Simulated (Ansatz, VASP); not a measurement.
# KMgF3 in VASP and in Ansatz

The input INCAR:

```
PREC = Accurate
ENCUT = 520
EDIFF = 1E-7
ISMEAR = 0
SIGMA = 0.01
LREAL = F
LASPH = T
NELM = 100
ALGO = Normal
ISIF = 2
LWAVE = F
LCHARG = F
GGA = PE
NBANDS = 24
```

The input KPOINTS:

```
Automatic mesh
0
Gamma
  6 6 6
```

File POSCAR:

```
KMgF3
1.0
    3.9802355629      0.0000000000      0.0000000000
    0.0000000000      3.9802355629      0.0000000000
    0.0000000000      0.0000000000      3.9802355629
K Mg F
1 1 3
Direct
    0.5000000000      0.5000000000      0.5000000000
    0.0000000000      0.0000000000      0.0000000000
    0.5000000000      0.0000000000      0.0000000000
    0.0000000000      0.5000000000      0.0000000000
    0.0000000000      0.0000000000      0.5000000000
```

Input for Ansatz:

```yaml
crystal:
  lattice:
    - [3.9802355629, 0.0, 0.0]
    - [0.0, 3.9802355629, 0.0]
    - [0.0, 0.0, 3.9802355629]
  atoms:
    - { symbol: K, position: [0.5, 0.5, 0.5] }
    - { symbol: Mg, position: [0.0, 0.0, 0.0] }
    - { symbol: F, position: [0.5, 0.0, 0.0] }
    - { symbol: F, position: [0.0, 0.5, 0.0] }
    - { symbol: F, position: [0.0, 0.0, 0.5] }
kpoints:
  mp_grid: { grid: [6, 6, 6] }
  band_path:
    path: [[0.0, 0.0, 0.0], [0.0, 0.5, 0.0], [0.5, 0.5, 0.0], [0.5, 0.5, 0.5]]
    npoints: 1
hamiltonian:
  xc: pbe
scf:
  occupations: { method: fixed }
  n_extra_bands: 5
output:
  forces: true
  stress: true
  eigenvalues: true
```

Alike in both runs: task single point; functional PBE; k mesh 6 × 6 × 6; no spin polarisation.

```csv
,VASP,Ansatz
version,VASP 6.6.1,Ansatz 0.2.0
potentials or method,"VASP PAW PBE potentials, release 64 (K_sv, Mg, F)","plane waves, PAW"
plane-wave cutoff (eV),520,420
occupations,"gaussian, width 0.01 eV",fixed
valence electrons in the cell,32,40
```

```csv
,VASP,Ansatz,Ansatz less VASP
gap on the k mesh at the Fermi level (eV),7.34,7.37,+0.029
pressure (GPa),3.7,4.1,+0.41
```

The two sets of potentials don't hold the same shells in valence.

A k mesh can miss the band edges. As with any semilocal functional, this PBE gap is likely too small.
